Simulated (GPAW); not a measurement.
Here is a GPAW 26.7.0 calculation.

File run.py:

```python
from ase import Atoms
from ase.dft.bandgap import bandgap
from ase.io import write
from gpaw import GPAW, PW

atoms = Atoms(['Zn', 'Zn', 'S', 'S'],
              cell=[[3.811, 0.0, 0.0],
                    [-1.9055, 3.3004228138, 0.0],
                    [0.0, 0.0, 6.234]],
              scaled_positions=[[0.6666666667, 0.3333333333, 0.5],
                                [0.3333333333, 0.6666666667, 0.0],
                                [0.6666666667, 0.3333333333, 0.885],
                                [0.3333333333, 0.6666666667, 0.385]],
              pbc=True)

calc = GPAW(mode=PW(600),
            xc='TB09',
            kpts={'size': (8, 8, 4), 'gamma': True},
            occupations={'name': 'fermi-dirac', 'width': 0.05},
            nbands=31,
            convergence={'density': 1e-05, 'energy': 1e-05},
            eigensolver='cg',
            maxiter=150,
            txt='gpaw.txt')
atoms.calc = calc
energy = atoms.get_potential_energy()
calc.write('gs.gpw')
write('result.traj', atoms)
print('Fermi level:', round(calc.get_fermi_level(), 4), 'eV')
print(f'Gap: {bandgap(calc)[0]:.4f} eV, direct: {bandgap(calc, direct=True)[0]:.4f} eV')
```

Potentials or basis: GPAW PAW data sets for LDA (gpaw-data 1.2.1), pw.

Launch:

```bash
$ OMP_NUM_THREADS=1 python run.py
```

Question: What does it give for the band gap on the k mesh?

Answer: 3.81 eV, direct.

Caveat: a model potential gives levels but no total energy.

**What was measured.**

From a printed reference work, monograph, for a bulk crystal of ZnS at 4 K: band gap 3.911 eV (direct).

Measured gap of ZnS: 3.911 eV (direct; 4 K; a printed reference work, monograph). This calculation gives 3.81 eV (-0.10 eV). The value is that of TB-mBJ, without temperature or zero-point motion.
